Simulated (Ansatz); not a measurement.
**Two-dimensional strain map in Al**

Method: DFT PBE, scalar-relativistic, plane waves, PAW in Ansatz 0.2.0. Cutoff 420 eV, Γ-centred 20×20×20 k-points, Gaussian smearing of 0.15 eV. No spin polarisation. Energies are free energies at this smearing, counted from the undisturbed cell; pressure is positive in compression.

The undisturbed cell (as given, not relaxed at this level; it stands at -0.4 GPa):

```
CELL_PARAMETERS angstrom
0.00000 2.02398 2.02398
2.02398 0.00000 2.02398
2.02398 2.02398 0.00000
ATOMIC_POSITIONS crystal
Al 0.00000 0.00000 0.00000
```

The cell is strained by p along both x and y and by q along z, fractional coordinates fixed. Points are written (p, q).

Energy above the undisturbed cell in meV/atom (a dash: not computed):

```
 p \ q  -0.080  -0.040  0.000  0.040  0.080
-0.080   293.4   199.5  142.2  113.5  102.9
-0.040   120.4       ?   27.8   19.3   28.0
 0.000    40.2     7.0    0.0      ?   33.0
 0.040    22.9    15.0   26.5   53.4   90.5
 0.080       ?    62.7   92.0      ?  177.9
```

Problem. Fill in the withheld energies.

Solution. (-0.040, -0.040): 59.8; (0.000, 0.040): 9.7; (0.080, -0.080): 54.5; (0.080, 0.040): 131.1.